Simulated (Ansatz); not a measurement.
**Ta: properties at the relaxed cell**

The task here is to estimate one member of a computed series from the others.

This is Ta in the fcc structure; at room conditions it is bcc.

Program: Ansatz 0.2.0. Level of theory: DFT r2SCAN, scalar-relativistic, plane waves, PAW. These are calculated values, not measurements.

### The starting structure

The structure is cubic, space group Fm-3m (No. 225). The conventional cell has a = 4.208 Å, b = 4.208 Å, c = 4.208 Å, α = 90.00°, β = 90.00°, γ = 90.00°. Around Ta (site symmetry m-3m) lie 12 Ta at 2.98 Å.

Coordinates:

```xyz
1
Lattice="0.0000 2.1039 2.1039 2.1039 0.0000 2.1039 2.1039 2.1039 0.0000" Properties=species:S:1:pos:R:3 pbc="T T T"
Ta    0.0000    0.0000    0.0000
```

This cell was relaxed beforehand with the same method: volume 18.63 Å³/atom, gap on the mesh none (metal).

The first run:

The input, input.yaml:

```yaml
crystal:
  lattice:
    - [0.0, 2.1039285555, 2.1039285555]
    - [2.1039285555, 0.0, 2.1039285555]
    - [2.1039285555, 2.1039285555, 0.0]
  atoms:
    - { symbol: Ta, position: [0.0, 0.0, 0.0] }
basis:
  ecutwfc: 500
kpoints:
  mp_grid: { grid: [18, 18, 18] }
  band_path:
    path:
      - [[0.0, 0.0, 0.0], [0.5, 0.0, 0.5], [0.625, 0.25, 0.625]]
      - [[0.375, 0.375, 0.75], [0.0, 0.0, 0.0], [0.5, 0.5, 0.5], [0.5, 0.25, 0.75], [0.5, 0.0, 0.5]]
    npoints: 14
hamiltonian:
  xc: r2scan
scf:
  occupations: { method: gaussian, width: 0.1 }
  n_extra_bands: 6
output:
  forces: true
  stress: true
  eigenvalues: true
  populations: true
  dos: { projected: true, de: 0.02, nscf_kmesh: { grid: [27, 27, 27] } }
  bader: true
  write_density: true
  write_potential: true
  elf: true
  volumetric_format: npy
```

Command:

```console
$ ansatz run input.yaml --threads 1 --pin off --max-ram 2560MiB --backend cpu --events-out ev --progress --plain --runs-dir out
```

Among the steps run: Electronic structure at the relaxed geometry; Back to the database's cell; Volume × 0.97; Volume × 1.03; The cell scaled to 0.94 of its volume; Volume × 1.06; Volume × 0.91; Point at V/V0 = 1.10; Point at V/V0 = 0.88.

One of the session's tables, all rows but one given; the rest of the session is left out.

```
volume (Å³/atom)  energy above the lowest point (meV/atom)  pressure (GPa)
          16.391                                     200.7           31.59
          16.950                                         ?               ?
          17.509                                      45.9           13.70
          18.067                                      11.0            6.39
          18.626                                       0.0            0.00
          19.185                                      10.0           -5.58
          19.744                                      38.3          -10.42
          20.489                                     100.1          -15.91
```

Q: Estimate the row for volume (Å³/atom) = 16.950 from the others.

Worked estimate for «energy above the lowest point (meV/atom)». A straight line through the neighbours (16.391, 200.7) and (17.509, 45.9) gives 200.7 + (45.9 − 200.7) × (16.950 − 16.391) / (17.509 − 16.391) = 123.3; a parabola fitted to 3 rows on both sides gives 109.1.

**Answer.** energy above the lowest point (meV/atom): 107.9; pressure (GPa): 22.01. In «energy above the lowest point (meV/atom)» the line misses by +15.4 and the parabola by +1.2.

Limits of these values: Spin-orbit coupling is left out, which matters for the bands of Ta.
